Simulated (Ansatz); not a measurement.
The system is EuS.

```xyz
2
Lattice="0.0000 2.9785 2.9785 2.9785 0.0000 2.9785 2.9785 2.9785 0.0000" Properties=species:S:1:pos:R:3 pbc="T T T"
Eu    0.0000    0.0000    0.0000
S     2.9785    2.9785    2.9785
```

Base run:

* Program: Ansatz 0.2.0
* Functional: PBEsol
* Potentials or basis: all-electron LAPW, scalar-relativistic
* Cutoff: 207 eV (chosen from the basis error)
* Basis error allowed: 0.001 eV/atom
* k mesh: 8 × 8 × 8
* Occupations: fermi-dirac, width 0.05 eV
* Spin: collinear spin, ferromagnetic start
* Starting moments: [7.0, 0.0] μB
* Hubbard terms: Eu f U = 2 eV

Its results: band gap on the k mesh none (metal or under the smearing width); pressure -3.9 GPa; net moment 7.00 μB per cell; site moments Eu +6.96; S -0.07 μB.

Task: The run is repeated on the same cell with these changes: hubbard terms from Eu f U = 2 eV to Eu f U = 6 eV. What comes out?

Result: Band gap on the k mesh 0.59 eV, indirect (least direct gap 1.02 eV); pressure -2.0 GPa; net moment 7.00 μB per cell; site moments Eu +6.99; S -0.07 μB.

Caveats: the magnetic state may not be the lowest; an open f shell can end in a state above the lowest; U is the effective U less J, on atomic orbitals that reach past the spheres; spin-orbit coupling is left out, which moves the levels of the heavy elements; a cell with one magnetic atom can't hold antiferromagnetic order, which such compounds often take.

A k mesh can miss the band edges.
